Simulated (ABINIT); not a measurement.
# HfN (F-43m) in ABINIT: convergence with boxcutmin

Aim: find how far boxcutmin must go before the results for HfN settle, at r2SCAN. This setting moves, with any that are tied to it; all else stays.

All numbers are computed with ABINIT 10.8.3 (patched build); they aren't measurements. Logs are shortened: lines on timing, memory, paths and dates and some standing lists are left out, and cuts for length are marked. The log counts tension as positive stress, the text compression.

## (1) The structure

It takes space group F-43m (No. 216, cubic). Conventional cell: a = 4.910 Å, b = 4.910 Å, c = 4.910 Å, α = 90.00°, β = 90.00°, γ = 90.00°. Hf (site symmetry -43m) is surrounded by 4 N at 2.13 Å. Around N (site symmetry -43m) lie 4 Hf at 2.13 Å.

The cell comes from a database or a generator and needn't be the stable form of this composition.

## (2) With boxcutmin 1.3

run.abi reads:

```
# Pseudopotentials
pp_dirpath "./"
pseudos "Hf_ONCV_PBE-1.2.upf, N_ONCV_PBE-1.2.upf"

# Structure
acell 3.4716425656 3.4716425656 3.4716425656 Angstrom
rprim
     0.0000000000     0.7071067812     0.7071067812
     0.7071067812     0.0000000000     0.7071067812
     0.7071067812     0.7071067812     0.0000000000
ntypat 2
znucl 72 7
natom 2
typat 1 2
xcart
     0.0000000000     0.0000000000     0.0000000000
     2.3194706324     2.3194706324     2.3194706324

# Plane-wave basis
ecut 48.0

# k points
kptopt 1
ngkpt 6 6 6
nshiftk 1
shiftk 0.0 0.0 0.0

# Exchange and correlation
ixc -497498
usekden 1

# Bands and occupations
nband 20
occopt 3
tsmear 0.1 eV

# SCF cycle
nstep 100
tolvrs 1.0e-9
boxcutmin 1.3

# Output
iomode 3
prtwf 0
prtden 0
prteig 0
prtebands 0
```

Potentials or basis: SG15 NC PBE v1.2.

On the command line:

```console
$ abinit run.abi > log 2>&1
```

run.abo:

```text
.Version 10.8.3 of ABINIT
 Symmetries : space group F-4 3 m (#216); Bravais cF (face-center cubic)
================================================================================
 Values of the parameters that define the memory need of the present run
     intxc =       0    ionmov =       0      iscf =       7    lmnmax =       8
     lnmax =       8     mgfft =      30  mpssoang =       4    mqgrid =    3001
     natom =       2  nloc_mem =       1    nspden =       1   nspinor =       1
    nsppol =       1      nsym =      24    n1xccc =       0    ntypat =       2
    occopt =       3   xclevel =       2
       mpw =        3198          nfft =       27000          nkpt =          16
================================================================================
================================================================================

--------------------------------------------------------------------------------
------------- Echo of variables that govern the present computation ------------
--------------------------------------------------------------------------------
 -outvars: echo values of preprocessed input variables --------
            acell      6.5604536560E+00  6.5604536560E+00  6.5604536560E+00 Bohr
              amu      1.78490000E+02  1.40067400E+01
        boxcutmin      1.30000000E+00
             ecut      4.80000000E+01 Hartree
              ixc     -497498
         kptrlatt        6    0    0      0    6    0      0    0    6
          kptrlen      3.93627219E+01
            natom           2
            nband          20
            ngfft          30      30      30
             nkpt          16
            nstep         100
             nsym          24
           ntypat           2
           occopt           3
           prtden           0
        prtebands           0
           prteig           0
          prtkden           1
            prtwf           0
            rprim      0.0000000000E+00  7.0710678120E-01  7.0710678120E-01
                       7.0710678120E-01  0.0000000000E+00  7.0710678120E-01
                       7.0710678120E-01  7.0710678120E-01  0.0000000000E+00
          spgroup         216
           tolvrs      1.00000000E-09
           tsmear      3.67493222E-03 Hartree
            typat      1  2
          usekden           1
           xangst      0.0000000000E+00  0.0000000000E+00  0.0000000000E+00
                       1.2274110000E+00  1.2274110000E+00  1.2274110000E+00
            xcart      0.0000000000E+00  0.0000000000E+00  0.0000000000E+00
                       2.3194706340E+00  2.3194706340E+00  2.3194706340E+00
             xred      0.0000000000E+00  0.0000000000E+00  0.0000000000E+00
                       2.5000000000E-01  2.5000000000E-01  2.5000000000E-01
            znucl       72.00000    7.00000

================================================================================

 chkinp: Checking input parameters for consistency.

================================================================================
== DATASET  1 ==================================================================

--- !DatasetInfo
iteration_state: {dtset: 1, }
dimensions: {natom: 2, nkpt: 16, mband: 20, nsppol: 1, nspinor: 1, nspden: 1, mpw: 3198, }
cutoff_energies: {ecut:  48.0, pawecutdg:  -1.0, }
electrons: {nelect:   3.10000000E+01, charge:   0.00000000E+00, occopt:   3.00000000E+00, tsmear:   3.67493222E-03, }
meta: {optdriver: 0, ionmov: 0, optcell: 0, iscf: 7, paral_kgb: 0, }
...

 Real(R)+Recip(G) space primitive vectors, cartesian coordinates (Bohr,Bohr^-1):
 R(1)=  0.0000000  4.6389413  4.6389413  G(1)= -0.1077832  0.1077832  0.1077832
 R(2)=  4.6389413  0.0000000  4.6389413  G(2)=  0.1077832 -0.1077832  0.1077832
 R(3)=  4.6389413  4.6389413  0.0000000  G(3)=  0.1077832  0.1077832 -0.1077832
 Unit cell volume ucvol=  1.9965795E+02 bohr^3
[... 60 lines left out ...]
  sigma(3 3)=  2.90961709E-04  sigma(2 1)=  0.00000000E+00

--- !ResultsGS
iteration_state: {dtset: 1, }
comment   : Summary of ground state results
lattice_vectors:
- [  0.0000000,   4.6389413,   4.6389413, ]
- [  4.6389413,   0.0000000,   4.6389413, ]
- [  4.6389413,   4.6389413,   0.0000000, ]
lattice_lengths: [   6.56045,    6.56045,    6.56045, ]
lattice_angles: [ 60.000,  60.000,  60.000, ] # degrees, (23, 13, 12)
lattice_volume:   1.9965795E+02
convergence: {deltae: -3.354E-12, res2:  2.664E-10, residm:  3.845E-04, diffor: null, }
etotal    :  -2.33159119E+02
entropy   :   0.00000000E+00
fermie    :   3.51157310E-01
cartesian_stress_tensor: # hartree/bohr^3
- [  2.90961709E-04,   0.00000000E+00,   0.00000000E+00, ]
- [  0.00000000E+00,   2.90961709E-04,   0.00000000E+00, ]
- [  0.00000000E+00,   0.00000000E+00,   2.90961709E-04, ]
pressure_GPa:  -8.5604E+00
xred      :
- [  0.0000E+00,   0.0000E+00,   0.0000E+00, Hf]
- [  2.5000E-01,   2.5000E-01,   2.5000E-01,  N]
cartesian_forces: # hartree/bohr
- [  9.28710261E-28,   9.28710261E-28,  -2.78613078E-27, ]
- [ -9.28710261E-28,  -9.28710261E-28,   2.78613078E-27, ]
force_length_stats: {min:   3.08018348E-27, max:   3.08018348E-27, mean:   3.08018348E-27, }
...

 Integrated electronic density in atomic spheres:
 ------------------------------------------------
 Atom  Sphere_radius  Integrated_density
    1        2.00000         22.21982672
    2        2.00000          5.26708453
================================================================================

 ----iterations are completed or convergence reached----

 Mean square residual over all n,k,spin=   17.197E-07; max=  38.449E-05
 reduced coordinates (array xred) for    2 atoms
       0.000000000000      0.000000000000      0.000000000000
       0.250000000000      0.250000000000      0.250000000000
 rms dE/dt=  1.2186E-26; max dE/dt=  1.7233E-26; dE/dt below (all hartree)
    1       0.000000000000      0.000000000000     -0.000000000000
    2       0.000000000000      0.000000000000      0.000000000000

 cartesian coordinates (angstrom) at end:
    1      0.00000000000000     0.00000000000000     0.00000000000000
    2      1.22741100001916     1.22741100001916     1.22741100001916

 cartesian forces (hartree/bohr) at end:
    1      0.00000000000000     0.00000000000000    -0.00000000000000
    2     -0.00000000000000    -0.00000000000000     0.00000000000000
 frms,max,avg= 1.7783448E-27 2.7861308E-27   0.000E+00  0.000E+00  0.000E+00 h/b

 cartesian forces (eV/Angstrom) at end:
    1      0.00000000000000     0.00000000000000    -0.00000000000000
    2     -0.00000000000000    -0.00000000000000     0.00000000000000
 frms,max,avg= 9.1446164E-26 1.4326861E-25   0.000E+00  0.000E+00  0.000E+00 e/A
 length scales=  6.560453656028  6.560453656028  6.560453656028 bohr
              =  3.471642565600  3.471642565600  3.471642565600 angstroms
 Fermi (or HOMO) energy (hartree) =   0.35116   Average Vxc (hartree)=  -0.47567
 Eigenvalues (hartree) for nkpt=  16  k points:
 kpt#   1, nband= 20, wtk=  0.00463, kpt=  0.0000  0.0000  0.0000 (reduced coord)
  -2.03799   -0.86094   -0.86094   -0.86094   -0.29140   -0.09514   -0.09514   -0.09514
  -0.09072   -0.09072   -0.09072   -0.08785    0.13649    0.13649    0.13649    0.32913
   0.42467    0.42467    0.59550    0.59550
      occupation numbers for kpt#   1
   2.00000    2.00000    2.00000    2.00000    2.00000    2.00000    2.00000    2.00000
   2.00000    2.00000    2.00000    2.00000    2.00000    2.00000    2.00000    1.99503
   0.00000    0.00000    0.00000    0.00000
 prteigrs : prtvol=0 or 1, do not print more k-points.

--- !EnergyTerms
iteration_state     : {dtset: 1, }
comment             : Components of total free energy in Hartree
kinetic             :  1.01569101989126E+02
hartree             :  5.98122671459415E+01
xc                  : -2.12180483987443E+01
Ewald energy        : -1.84443576049600E+02
psp_core            :  1.28613169723387E+01
local_psp           : -1.58505400453283E+02
non_local_psp       : -4.32341257633751E+01
internal            : -2.33158464557596E+02
'-kT*entropy'       : -6.54231278759072E-04
total_energy        : -2.33159118788875E+02
total_energy_eV     : -6.34458283813664E+03
band_energy         : -9.85425272399524E+00
...

 Cartesian components of stress tensor (hartree/bohr^3)
  sigma(1 1)=  2.90961709E-04  sigma(3 2)=  0.00000000E+00
  sigma(2 2)=  2.90961709E-04  sigma(3 1)=  0.00000000E+00
  sigma(3 3)=  2.90961709E-04  sigma(2 1)=  0.00000000E+00

-Cartesian components of stress tensor (GPa)         [Pressure= -8.5604E+00 GPa]
- sigma(1 1)=  8.56038903E+00  sigma(3 2)=  0.00000000E+00
- sigma(2 2)=  8.56038903E+00  sigma(3 1)=  0.00000000E+00
- sigma(3 3)=  8.56038903E+00  sigma(2 1)=  0.00000000E+00

== END DATASET(S) ==============================================================
================================================================================

 -outvars: echo values of variables after computation  --------
            acell      6.5604536560E+00  6.5604536560E+00  6.5604536560E+00 Bohr
           etotal     -2.3315911879E+02
            fcart      9.2871026129E-28  9.2871026129E-28 -2.7861307839E-27
                      -9.2871026129E-28 -9.2871026129E-28  2.7861307839E-27
            rprim      0.0000000000E+00  7.0710678120E-01  7.0710678120E-01
                       7.0710678120E-01  0.0000000000E+00  7.0710678120E-01
                       7.0710678120E-01  7.0710678120E-01  0.0000000000E+00
           strten      2.9096170925E-04  2.9096170925E-04  2.9096170925E-04
                       0.0000000000E+00  0.0000000000E+00  0.0000000000E+00
           xangst      0.0000000000E+00  0.0000000000E+00  0.0000000000E+00
                       1.2274110000E+00  1.2274110000E+00  1.2274110000E+00
             xred      0.0000000000E+00  0.0000000000E+00  0.0000000000E+00
                       2.5000000000E-01  2.5000000000E-01  2.5000000000E-01
 Calculation completed.
```

It took 1.7 min on 1 thread of Intel Xeon Platinum 8375C at 2.90GHz (Ice Lake), shared host; peak memory 0.07 GiB.

Results:

```
Free energy                                           : -6344.5828 eV
Pressure                                              : -8.6 GPa
Band gap on the k mesh                                : none (metal or under the smearing width)
Valence electrons inside the program's atomic spheres : Hf 22.22; N 5.27
```

## (3) With boxcutmin 1.5

Edit run.abi of step 2 so:

```diff
@@ -39,3 +39,3 @@
 tolvrs 1.0e-9
-boxcutmin 1.3
+boxcutmin 1.5
```

Potentials or basis: SG15 NC PBE v1.2.

On the command line:

```console
$ abinit run.abi > log 2>&1
```

It took 97 s on 1 thread of Intel Xeon Platinum 8375C at 2.90GHz (Ice Lake), shared host; peak memory 0.07 GiB.

Results (log left out):

```yaml
Free_energy: -6344.5944 eV
Pressure: -8.3 GPa
Band_gap_on_the_k_mesh: none (metal or under the smearing width)
Valence_electrons_inside_the_program's_atomic_spheres: Hf 22.20; N 5.26
```

## (4) With boxcutmin 1.7

Edit run.abi of step 3 so:

```diff
@@ -39,3 +39,3 @@
 tolvrs 1.0e-9
-boxcutmin 1.5
+boxcutmin 1.7
```

On the command line:

```console
$ abinit run.abi > log 2>&1
```

It took 1.9 min on 1 thread of Intel Xeon Platinum 8375C at 2.90GHz (Ice Lake), shared host; peak memory 0.08 GiB.

It converged, with:

| Item | Value |
| --- | --- |
| Free energy | -6344.5815 eV |
| Pressure | -8.7 GPa |
| Band gap on the k mesh | none (metal or under the smearing width) |
| Valence electrons inside the program's atomic spheres | Hf 22.21; N 5.27 |

## (5) With boxcutmin 1.85

Edit run.abi of step 4 so:

```diff
@@ -39,3 +39,3 @@
 tolvrs 1.0e-9
-boxcutmin 1.7
+boxcutmin 1.85
```

On the command line:

```console
$ abinit run.abi > log 2>&1
```

Wall time 2.4 min (1 thread of Intel Xeon Platinum 8375C at 2.90GHz (Ice Lake), shared host); peak memory 0.09 GiB.

Results (log left out):

```yaml
Free_energy: -6344.5860 eV
Pressure: -8.4 GPa
Band_gap_on_the_k_mesh: none (metal or under the smearing width)
Valence_electrons_inside_the_program's_atomic_spheres: Hf 22.22; N 5.28
```

## (6) With boxcutmin 2

Edit run.abi of step 5 so:

```diff
@@ -39,3 +39,3 @@
 tolvrs 1.0e-9
-boxcutmin 1.85
+boxcutmin 2.0
```

Potentials or basis: SG15 NC PBE v1.2.

On the command line:

```console
$ abinit run.abi > log 2>&1
```

Run time: 4.1 min. Hardware: 1 thread of Intel Xeon Platinum 8375C at 2.90GHz (Ice Lake), shared host; peak memory 0.1 GiB.

Results (log left out):

* Free energy: -6344.5858 eV
* Pressure: -8.5 GPa
* Band gap on the k mesh: none (metal or under the smearing width)
* Valence electrons inside the program's atomic spheres: Hf 22.23; N 5.27

## (7) With boxcutmin 2.3

Edit run.abi of step 6 so:

```diff
@@ -39,3 +39,3 @@
 tolvrs 1.0e-9
-boxcutmin 2.0
+boxcutmin 2.3
```

On the command line:

```console
$ abinit run.abi > log 2>&1
```

Run time: 3.7 min. Hardware: 1 thread of Intel Xeon Platinum 8375C at 2.90GHz (Ice Lake), shared host; peak memory 0.11 GiB.

The run converged. Its results:

| Item | Value |
| --- | --- |
| Free energy | -6344.5851 eV |
| Pressure | -8.4 GPa |
| Band gap on the k mesh | none (metal or under the smearing width) |
| Valence electrons inside the program's atomic spheres | Hf 22.22; N 5.28 |

## (8) With boxcutmin 2.7

Edit run.abi of step 7 so:

```diff
@@ -39,3 +39,3 @@
 tolvrs 1.0e-9
-boxcutmin 2.3
+boxcutmin 2.7
```

On the command line:

```console
$ abinit run.abi > log 2>&1
```

Wall time 7 min (1 thread of Intel Xeon Platinum 8375C at 2.90GHz (Ice Lake), shared host); peak memory 0.16 GiB.

Results (log left out):

- Free energy: -6344.5850 eV
- Pressure: -8.6 GPa
- Band gap on the k mesh: none (metal or under the smearing width)
- Valence electrons inside the program's atomic spheres: Hf 22.22; N 5.28

## (9) The series at a glance

| boxcutmin | energy less the tightest run, at zero smearing (meV/atom) | pressure (GPa) | SCF cycles | CPU time (s) | peak memory (GiB) |
| --- | --- | --- | --- | --- | --- |
| 1.3 | 1.10 | -8.56 | 11 | 100 | 0.07 |
| 1.5 | -4.70 | -8.35 | 11 | 97 | 0.07 |
| 1.7 | 1.79 | -8.66 | 11 | 110 | 0.08 |
| 1.85 | -0.49 | -8.37 | 11 | 150 | 0.09 |
| 2 | -0.40 | -8.52 | 12 | 240 | 0.1 |
| 2.3 | -0.02 | -8.41 | 12 | 220 | 0.11 |
| 2.7 | 0.00 | -8.59 | 12 | 420 | 0.16 |

Against the tightest run, the energy stays within 1 meV/atom from 1.85 on. Not settled before the last step: the pressure (to 0.1 GPa). The tightest run that finished is the yardstick and may itself not be fully converged.

Caveats: all runs use coarse meshes; the potentials were made for another functional, which shifts forces and pressure.
